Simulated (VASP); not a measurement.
The system is InSe.

```
In Se
1.0
     4.05000    0.00000    0.00000
    -2.02500    3.50740    0.00000
     0.00000    0.00000   16.93000
In Se
4 4
Direct
  0.33333 0.66667 0.15700
  0.66667 0.33333 0.65700
  0.33333 0.66667 0.34300
  0.66667 0.33333 0.84300
  0.33333 0.66667 0.60200
  0.66667 0.33333 0.10200
  0.33333 0.66667 0.89800
  0.66667 0.33333 0.39800
```

Base run:

| Item | Value |
| --- | --- |
| Program | VASP 6.6.1 |
| Functional | TB-mBJ |
| Potentials or basis | VASP PAW PBE potentials, release 64 (In_d, Se) |
| Cutoff | 400 eV |
| k mesh | 12 × 12 × 2 |
| Occupations | gaussian, width 0.02 eV |
| Spin | no spin polarisation |

Its results: band gap on the k mesh 0.49 eV, indirect (least direct gap 0.51 eV).

Q: The run is repeated on the same cell with these changes: functional from TB-mBJ to PBEsol. What comes out?

A: Band gap on the k mesh none (metal or under the smearing width).

Caveats: spin-orbit coupling is left out, which moves the levels of the heavy elements (some runs).
